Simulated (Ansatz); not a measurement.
# Residual resistivity of an alloy: Mo(100) with 4 layers of random Mo-Pd, 2x2, part 2 of 2

Wanted: resistance against the alloy's length, first Mo(100) with 4 layers of random Mo-Pd, 2x2.

Ansatz 0.2.0; Ansatz plane-wave DFT, PBE, PAW files; ballistic transport by layer matching (Landauer), zero bias; PAW set soft_1.

So far. Step 3 (With 8 alloy layers): Over the solved energies the transmission per spin lies between 2.57 and 2.59, out of 6.68 channels of the lead on average (up to 6.84).

## 4. With 12 alloy layers

In 12 layers a share of 0.25 of the sites is given to Pd at random. A fresh draw is used; the growth of the resistance with length is what counts.

System of this step: Mo(100) with 12 layers of random Mo-Pd, 2x2. The cell holds 88 atoms: 76 Mo and 12 Pd. Cell: a = 6.294 Å, b = 6.294 Å, c = 34.617 Å, α = 90.0°, β = 90.0°, γ = 90.0°. It derives from Mo. Regions: lead, 40 atoms (40 Mo); scattering region, 48 atoms (36 Mo and 12 Pd). The structure is stacked along c, and the current runs across the ab planes.

input.yaml

```yaml
crystal:
  lattice:
    - [6.294, 0.0, 0.0]
    - [0.0, 6.294, 0.0]
    - [0.0, 0.0, 34.617]
  atoms:
    - { symbol: Mo, position: [0.0, 0.0, 0.0227272727] }
    - { symbol: Mo, position: [0.0, 0.5, 0.0227272727] }
    - { symbol: Mo, position: [0.5, 0.0, 0.0227272727] }
    - { symbol: Mo, position: [0.5, 0.5, 0.0227272727] }
    - { symbol: Mo, position: [0.25, 0.25, 0.0681818182] }
    - { symbol: Mo, position: [0.25, 0.75, 0.0681818182] }
    - { symbol: Mo, position: [0.75, 0.25, 0.0681818182] }
    - { symbol: Mo, position: [0.75, 0.75, 0.0681818182] }
    - { symbol: Mo, position: [0.0, 0.0, 0.1136363636] }
    - { symbol: Mo, position: [0.0, 0.5, 0.1136363636] }
    - { symbol: Mo, position: [0.5, 0.0, 0.1136363636] }
    - { symbol: Mo, position: [0.5, 0.5, 0.1136363636] }
    - { symbol: Mo, position: [0.25, 0.25, 0.1590909091] }
    - { symbol: Mo, position: [0.25, 0.75, 0.1590909091] }
    - { symbol: Mo, position: [0.75, 0.25, 0.1590909091] }
    - { symbol: Mo, position: [0.75, 0.75, 0.1590909091] }
    - { symbol: Mo, position: [0.0, 0.0, 0.2045454545] }
    - { symbol: Mo, position: [0.0, 0.5, 0.2045454545] }
    - { symbol: Mo, position: [0.5, 0.0, 0.2045454545] }
    - { symbol: Mo, position: [0.5, 0.5, 0.2045454545] }
    - { symbol: Mo, position: [0.25, 0.25, 0.25] }
    - { symbol: Mo, position: [0.25, 0.75, 0.25] }
    - { symbol: Mo, position: [0.75, 0.25, 0.25] }
    - { symbol: Mo, position: [0.75, 0.75, 0.25] }
    - { symbol: Mo, position: [0.0, 0.0, 0.2954545455] }
    - { symbol: Mo, position: [0.0, 0.5, 0.2954545455] }
    - { symbol: Pd, position: [0.5, 0.0, 0.2954545455] }
    - { symbol: Mo, position: [0.5, 0.5, 0.2954545455] }
    - { symbol: Pd, position: [0.25, 0.25, 0.3409090909] }
    - { symbol: Pd, position: [0.25, 0.75, 0.3409090909] }
    - { symbol: Mo, position: [0.75, 0.25, 0.3409090909] }
    - { symbol: Mo, position: [0.75, 0.75, 0.3409090909] }
    - { symbol: Mo, position: [0.0, 0.0, 0.3863636364] }
    - { symbol: Pd, position: [0.0, 0.5, 0.3863636364] }
    - { symbol: Mo, position: [0.5, 0.0, 0.3863636364] }
    - { symbol: Mo, position: [0.5, 0.5, 0.3863636364] }
    - { symbol: Pd, position: [0.25, 0.25, 0.4318181818] }
    - { symbol: Mo, position: [0.25, 0.75, 0.4318181818] }
    - { symbol: Pd, position: [0.75, 0.25, 0.4318181818] }
    - { symbol: Mo, position: [0.75, 0.75, 0.4318181818] }
    - { symbol: Mo, position: [0.0, 0.0, 0.4772727273] }
    - { symbol: Mo, position: [0.0, 0.5, 0.4772727273] }
    - { symbol: Pd, position: [0.5, 0.0, 0.4772727273] }
    - { symbol: Mo, position: [0.5, 0.5, 0.4772727273] }
    - { symbol: Mo, position: [0.25, 0.25, 0.5227272727] }
    - { symbol: Mo, position: [0.25, 0.75, 0.5227272727] }
    - { symbol: Mo, position: [0.75, 0.25, 0.5227272727] }
    - { symbol: Mo, position: [0.75, 0.75, 0.5227272727] }
    - { symbol: Mo, position: [0.0, 0.0, 0.5681818182] }
    - { symbol: Mo, position: [0.0, 0.5, 0.5681818182] }
    - { symbol: Mo, position: [0.5, 0.0, 0.5681818182] }
    - { symbol: Mo, position: [0.5, 0.5, 0.5681818182] }
    - { symbol: Pd, position: [0.25, 0.25, 0.6136363636] }
    - { symbol: Mo, position: [0.25, 0.75, 0.6136363636] }
    - { symbol: Pd, position: [0.75, 0.25, 0.6136363636] }
    - { symbol: Mo, position: [0.75, 0.75, 0.6136363636] }
    - { symbol: Mo, position: [0.0, 0.0, 0.6590909091] }
    - { symbol: Pd, position: [0.0, 0.5, 0.6590909091] }
    - { symbol: Mo, position: [0.5, 0.0, 0.6590909091] }
    - { symbol: Pd, position: [0.5, 0.5, 0.6590909091] }
    - { symbol: Mo, position: [0.25, 0.25, 0.7045454545] }
    - { symbol: Mo, position: [0.25, 0.75, 0.7045454545] }
    - { symbol: Mo, position: [0.75, 0.25, 0.7045454545] }
    - { symbol: Pd, position: [0.75, 0.75, 0.7045454545] }
    - { symbol: Mo, position: [0.0, 0.0, 0.75] }
    - { symbol: Mo, position: [0.0, 0.5, 0.75] }
    - { symbol: Mo, position: [0.5, 0.0, 0.75] }
    - { symbol: Mo, position: [0.5, 0.5, 0.75] }
    - { symbol: Mo, position: [0.25, 0.25, 0.7954545455] }
    - { symbol: Mo, position: [0.25, 0.75, 0.7954545455] }
    - { symbol: Mo, position: [0.75, 0.25, 0.7954545455] }
    - { symbol: Mo, position: [0.75, 0.75, 0.7954545455] }
    - { symbol: Mo, position: [0.0, 0.0, 0.8409090909] }
    - { symbol: Mo, position: [0.0, 0.5, 0.8409090909] }
    - { symbol: Mo, position: [0.5, 0.0, 0.8409090909] }
    - { symbol: Mo, position: [0.5, 0.5, 0.8409090909] }
    - { symbol: Mo, position: [0.25, 0.25, 0.8863636364] }
    - { symbol: Mo, position: [0.25, 0.75, 0.8863636364] }
    - { symbol: Mo, position: [0.75, 0.25, 0.8863636364] }
    - { symbol: Mo, position: [0.75, 0.75, 0.8863636364] }
    - { symbol: Mo, position: [0.0, 0.0, 0.9318181818] }
    - { symbol: Mo, position: [0.0, 0.5, 0.9318181818] }
    - { symbol: Mo, position: [0.5, 0.0, 0.9318181818] }
    - { symbol: Mo, position: [0.5, 0.5, 0.9318181818] }
    - { symbol: Mo, position: [0.25, 0.25, 0.9772727273] }
    - { symbol: Mo, position: [0.25, 0.75, 0.9772727273] }
    - { symbol: Mo, position: [0.75, 0.25, 0.9772727273] }
    - { symbol: Mo, position: [0.75, 0.75, 0.9772727273] }
kpoints:
  mp_grid: { grid: [4, 4, 1] }
hamiltonian:
  xc: pbe
  pseudopotentials: { kind: paw, azcp: { folder: soft_1 } }
scf:
  occupations: { method: fermi_dirac, width: 0.1 }
output:
  transmission: { leads: [[0, 4]], kmesh: [8, 8], e_range: [-0.05, 0.05], de: 0.05 }
  write_potential: true
  write_density: true
  volumetric_format: npy
```

On the command line:

```console
ansatz run input.yaml --threads 4 --pin off --max-ram 15360MiB --backend cpu --events-out ev --progress --plain --runs-dir out
```

Numbers of over 12 decimals in the logs are rounded to 6 here.

Output:

```text
[...]
Crystal: 88 atoms, lattice volume = 1371.333 Å³
Basis set: ecut = 420 eV, 26839 PW (Γ)
Bands: 768, of which v1, the nominal top of the filled ones, is band 640 counted from 1 (639 counted from 0)
Symmetry: 1 space group operations
[...]
k-points: 10 of 16 (time reversal used)
[...]
SCF iter   1: F=—  HF=-460560.830080 eV  |F-HF|=—  |Δ(HF+E_count)|=         —  Δρ=2.92e-1  dr2=3.60e4  ethr=3.10e-3  ⟨swp⟩=5.2  Hψ=28991  notcnv=0
[...]
SCF iter  12: F=-460329.497853 eV  HF=-460329.497854 eV  |F-HF|=6.04e-8  |Δ(HF+E_count)|=   2.31e-8  Δρ=6.07e-7  dr2=6.27e-8  ethr=7.81e-12  ⟨swp⟩=6.2  Hψ=21011  notcnv=0
SCF 1 converged in 12 iterations: F = -460329.497853 eV  dr2 = 6.27e-8
[...]
transmission: 228 of 2278 steps passed
transmission: 456 of 2278 steps passed
[...]
transmission: 2278 of 2278 steps passed
SCF converged after 12 iterations
Free energy (F): -460329.497853 eV
[...]
Internal energy: -460327.005612 eV  (E = F + TS)
E sigma→0 (E₀):  -460328.251733 eV
Entropy (-TS):   -2.492241 eV (-28.321 meV/atom)
Fermi energy:    20.855915 eV
[...]
--- Band table (eV; the first three rows and the last of 10) ---
  k-point 0: bands = [... 636 lower, 20.9076, 20.9212, 20.9538, 20.9760, 20.9899, 21.0215, 21.0429, 21.0492, ... 124 higher]
  k-point 1: bands = [... 636 lower, 20.8080, 20.8155, 20.8475, 20.8742, 20.8922, 20.9002, 20.9052, 20.9310, ... 124 higher]
  k-point 2: bands = [... 636 lower, 20.7384, 20.8080, 20.8192, 20.8753, 20.9001, 20.9148, 20.9508, 20.9801, ... 124 higher]
  k-point 9: bands = [... 636 lower, 20.7816, 20.8111, 20.8569, 20.8672, 20.8979, 20.9097, 20.9340, 20.9525, ... 124 higher]
--- Transmission ---
  basis      : 349 plane waves across, 67 finite elements along
  points     : 34, standing for a mesh of 8 x 8
[...]
channels       : 6.593750e0 a spin
[...]
slowest decay  : 0.0461 /Å at (0.5000, 0.3750)
  junction   : crystal 0 to crystal 0, 0.70 to 33.74 Å
    transmission   : 2.002654e0 a spin
[...]
```

Wall time 31 min (4 threads of Arm Neoverse V2, shared host); peak memory 8.5 GiB; 2 h of CPU time.

Numbers from this step:

```yaml
free_energy: -460329.4979 eV
energy_at_zero_smearing: -460328.2517 eV
fermi_energy: 20.86 eV
transmission_per_spin_nearest_the_fermi_level: 2.003
step_of_the_lead_s_potential: 4.5 meV
```

Per spin. Transmission, zone mean against energy, zero at the Fermi level:

```tsv
energy (eV)	transmission, zone mean
-0.0500	2.02
0.0000	2.00
0.0500	2.10
```

Over the solved energies the transmission per spin lies between 2.00 and 2.10, out of 6.66 channels of the lead on average (up to 6.84).

## 5. The fit

This step: Ansatz plane-wave DFT, PBE, PAW files; ballistic transport by layer matching (Landauer), zero bias; residual resistivity from the slope of the area resistance, atoms on the host's lattice; PAW set soft_1 (Ansatz 0.2.0).

Numbers from this step:

```yaml
resistivity: 73.96 µΩ cm
intercept: 0.3224 fΩ m²
scatter_about_the_fit: 0.02740 fΩ m²
```

Resistance, by row:

```tsv
run	length (Å)	T	channels N	RA (fΩ m²)
n4	6.294	3.265	6.74	0.8073
n8	12.59	2.582	6.677	1.215
n12	18.88	2.04	6.656	1.738
```

Table of area resistance by length of the alloy:

```tsv
length of the alloy (Å)	area resistance (fΩ m²)
6.29	0.807
12.59	1.21
18.88	1.74
```

The area resistance goes from 0.81 to 1.7 fΩ m² between 6.3 and 18.9 Å, a slope of 74 µΩ cm.

By hand from the end points: (1.738 − 0.8073) fΩ m² / (18.88 − 6.29) Å = 74 µΩ cm, since 1 fΩ m² per Å is 1000 µΩ cm.

## 6. Outcome

| Item | Value |
| --- | --- |
| resistivity from the slope | 74.0 µΩ cm |
| area resistance over 6.29 Å | 0.807 fΩ m² |
| area resistance over 12.6 Å | 1.21 fΩ m² |
| area resistance over 18.9 Å | 1.74 fΩ m² |

**Reading.** The slope gives 74 µΩ cm. The points scatter by 0.027 fΩ m² about the line, with one random draw a length in a 2x2 cell, so the slope is a rough value. The lead's own channel count moves between the runs (6.74, 6.68 and 6.66), which shifts RA and the slope too. Read with a model of isotropic scattering on a spherical Fermi surface and the lead's 1.3×10¹⁵ S/m², this slope means a mean free path near 7.8 Å; over these lengths the model's slope is within 3 % of its bulk resistivity. The atoms sit on the host's lattice, so scattering by size misfit is left out.

[Logs are printed without paths, hosts, clocks, repeated set-up lines and the standing remarks that a program may print on its own settings, such as how far it seeks lower states.]

[Hosts, paths, dates, database ids (printed as entryN), source tags and the programs' standing remarks are cut or masked in the printed files.]
